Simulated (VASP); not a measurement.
# AlP (F-43m) in VASP: further runs, part 2 of 2

VASP 6.6.1.

**6. Relaxation of cell and atoms, RPBE**

File INCAR:

```
ALGO     = Normal         # electronic algorithm
EDIFF    = 1E-7           # SCF threshold, eV
EDIFFG   = -0.01          # ionic threshold
ENCUT    = 500            # plane-wave cutoff, eV
GGA      = RP             # functional
GGA_COMPAT= False        
IBRION   = 2              # ionic algorithm
ISIF     = 3              # what is computed and relaxed
ISMEAR   = 0              # smearing method
LASPH    = True           # aspherical terms in the spheres
LCHARG   = False          # write CHGCAR
LREAL    = False          # projectors in reciprocal space
LWAVE    = False          # write WAVECAR
NELM     = 120            # most SCF steps
NELMIN   = 4            
NSW      = 60             # ionic steps
PREC     = Accurate       # precision mode
SIGMA    = 0.01           # smearing width, eV
```

File KPOINTS:

```
k-points
0
Gamma
  8 8 8
```

File POSCAR:

```
AlP
1.0
    0.0000000000      2.7255000000      2.7255000000
    2.7255000000      0.0000000000      2.7255000000
    2.7255000000      2.7255000000      0.0000000000
Al P
1 1
Direct
    0.0000000000      0.0000000000      0.0000000000
    0.2500000000      0.2500000000      0.2500000000
```

Potentials or basis: VASP PAW PBE potentials, release 64 (Al, P).

Run with:

```console
cat potpaw_PBE.64/Al/POTCAR potpaw_PBE.64/P/POTCAR > POTCAR
mpirun -np 1 vasp_std > vasp.out
```

OUTCAR:

```text
EDIFF = 1E-7
   EDIFFG = -0.01
   ENCUT = 500
   GGA = RP
   IBRION = 2
   ISIF = 3
   ISMEAR = 0
   LASPH = True
   LREAL = False
   NELM = 120
   NELMIN = 4
   NSW = 60
   PREC = Accurate

 ion  position               nearest neighbor table
   1  0.000  0.000  0.000-   2 2.36   2 2.36   2 2.36   2 2.36
   2  0.250  0.250  0.250-   1 2.36   1 2.36   1 2.36   1 2.36

  LATTYP: Found a face centered cubic cell.
 ALAT       =     5.4510000000

  Lattice vectors:

 A1 = (   0.0000000000,   2.7255000000,   2.7255000000)
 A2 = (   2.7255000000,   0.0000000000,   2.7255000000)
 A3 = (   2.7255000000,   2.7255000000,   0.0000000000)

Analysis of symmetry for initial positions (statically):
=====================================================================
 Subroutine PRICEL returns:
 Original cell was already a primitive cell.

 Routine SETGRP: Setting up the symmetry group for a
 face centered cubic supercell.

 Subroutine GETGRP returns: Found 24 space group operations
 (whereof 24 operations were pure point group operations)
 out of a pool of 48 trial point group operations.

The static configuration has the point symmetry T_d .

Analysis of symmetry for dynamics (positions and initial velocities):
=====================================================================
[... 167 lines left out ...]
  Total        1.0574473      1.0574473      1.0574473      0.0000000      0.0000000      0.0000000
  in kB       41.8408771     41.8408771     41.8408771      0.0000000      0.0000000      0.0000000
  external PRESSURE =      41.8408771 kB  Pullay stress =       0.0000000 kB
[... 59 lines left out ...]
--------------------------------------- Ionic step        3  -------------------------------------------

 number of electron       8.0000001 magnetization

 Free energy of the ion-electron system (eV)
  ---------------------------------------------------
  ext. energy  EPLUGINS =         0.00000000
  ---------------------------------------------------
  free energy    TOTEN  =        -9.83456145 eV

  energy without entropy =       -9.83456145  energy(sigma->0) =       -9.83456145

 E-fermi :   4.3791     XC(G=0):  -8.9175

 val. band max:        4.2708192192   @ k =   0.0000   0.0000   0.0000
 cond. band min:       6.0169416020   @ k =   0.5000   0.5000   0.0000
 fundamental gap:      1.7461223827
 Fermi energy:         4.3791080984

 k-point     1 :       0.0000    0.0000    0.0000
  band No.  band energies     occupation
      1      -6.9683      2.00000
      2       4.2708      2.00000
      3       4.2708      2.00000
      4       4.2708      2.00000
      5       7.3543      0.00000
      6       8.8044      0.00000
      7       8.8044      0.00000
      8       8.8044      0.00000
[... 243 lines left out ...]
 k-point    24 :      -0.3750    0.2500    0.1250
  band No.  band energies     occupation
      1      -5.1091      2.00000
      2      -0.7030      2.00000
      3       1.8004      2.00000
      4       2.8649      2.00000
      5       8.2269      0.00000
      6       8.8136      0.00000
      7      11.0554      0.00000
      8      11.8932      0.00000

 [... further k-points ...]
[... 5 lines left out ...]
  --------------------------------------------------------------------------------------
  -------------------------------------------------------------------------------------
  Total        0.0011867      0.0011867      0.0011867      0.0000000      0.0000000     -0.0000000
  in kB        0.0447646      0.0447646      0.0447646      0.0000000      0.0000000     -0.0000000
  external PRESSURE =       0.0447646 kB  Pullay stress =       0.0000000 kB
[... 17 lines left out ...]
  FREE ENERGIE OF THE ION-ELECTRON SYSTEM (eV)
  ---------------------------------------------------
  free  energy   TOTEN  =        -9.8345614475 eV

  energy  without entropy=       -9.8345614475  energy(sigma->0) =       -9.83456145

 reached required accuracy - stopping structural energy minimisation
```

CONTCAR:

```text
AlP
   1.00000000000000
     0.0000000000000000    2.7692379973456074    2.7692379973456074
     2.7692379973456074   -0.0000000000000000    2.7692379973456074
     2.7692379973456074    2.7692379973456074    0.0000000000000000
  Al              P
     1     1
Direct
     0.0000000000000000    0.0000000000000000    0.0000000000000000
     0.2500000000000000    0.2500000000000000    0.2500000000000000

  0.00000000E+00  0.00000000E+00  0.00000000E+00
  0.00000000E+00  0.00000000E+00  0.00000000E+00
```

Wall time 24 s (1 thread of Intel Xeon 6975P-C, shared host); peak memory 0.15 GiB.

Results:

```yaml
Free_energy: -9.8346 eV
Relaxed_volume: 21.24 Å³/atom
Relaxed_cell: a = 3.916 Å, b = 3.916 Å, c = 3.916 Å, α = 60.00°, β = 60.00°, γ = 60.00°
Space_group_after_relaxing_to_0.05_Å: F-43m (No. 216)
Energy_gained_by_relaxing: 12.4 meV/atom
Ionic_steps: 3
Pressure_after_relaxing: 0.0 GPa
Band_gap_on_the_k_mesh: 1.75 eV, indirect (least direct gap 3.08 eV)
```

Step by step:
```tsv
step	energy change (eV)	largest force (eV/Å)	pressure (GPa)	volume (Å³)
1	0.0000	0.0000	4.18	40.49
2	-0.0168	0.0000	-2.07	43.67
3	-0.0248	0.0000	0.00	42.47
```

Final structure:
```yaml
crystal:
  lattice:
    - [0.00000, 2.76924, 2.76924]
    - [2.76924, 0.00000, 2.76924]
    - [2.76924, 2.76924, 0.00000]
  atoms:
    - { symbol: Al, position: [0.00000, 0.00000, 0.00000] }
    - { symbol: P, position: [0.25000, 0.25000, 0.25000] }
```

Caveat: the PAW data sets were made with another functional, which shifts forces and pressure a little. RPBE and its kin give volumes clearly too large for solids.

**7. Summary**

| task | level | cell | gap on the mesh (eV) | pressure (GPa) |
| --- | --- | --- | --- | --- |
| single point | PBE+D3(BJ) | a = 3.855 Å, angles 60.0°, 2 atoms | 1.57 | -0.1 |
| single point | PBE | a = 3.894 Å, angles 60.0°, 2 atoms | 1.63 | 0.0 |
| single point | RPBE | a = 3.920 Å, angles 60.0°, 2 atoms | 1.75 | -0.2 |
| relaxation of cell and atoms | PBE+D3(BJ) | relaxed from a = 3.854 Å, angles 60.0°, 2 atoms | 1.57 | 0.0 |
| relaxation of cell and atoms | RPBE | relaxed from a = 3.854 Å, angles 60.0°, 2 atoms | 1.75 | 0.0 |

Alike in all rows: potentials or basis VASP PAW PBE potentials, release 64 (Al, P); no spin polarisation; k mesh 8 × 8 × 8; cutoff (eV) 500; smearing gaussian 0.01 eV.

Caveats: the PAW data sets were made with another functional, which shifts forces and pressure a little (some runs); the relaxation stopped at its first step, so nothing moved (some runs).

Absolute energies hang on the potentials; compare differences alone.

**8. How close it comes**

Step 2. Against the measured gap of AlP, 2.505 eV (indirect; 4.2 K; a printed reference work, data compilation), the calculated 1.57 eV is off by -0.93 eV. The value is that of PBE+D3(BJ) on a finite k mesh, which can miss the band edges, without temperature or zero-point motion. Semilocal functionals fall short of measured gaps as a rule.

Step 3. A measured gap of AlP is 2.505 eV (indirect; 4.2 K; a printed reference work, data compilation); the calculated 1.63 eV misses it by -0.88 eV. The value is that of PBE on a finite k mesh, which can miss the band edges, without temperature or zero-point motion. Semilocal functionals fall short of measured gaps as a rule.

Step 4. Against the measured gap of AlP, 2.505 eV (indirect; 4.2 K; a printed reference work, data compilation), the calculated 1.75 eV is off by -0.75 eV. The value is that of RPBE on a finite k mesh, which can miss the band edges, without temperature or zero-point motion. Semilocal functionals fall short of measured gaps as a rule.
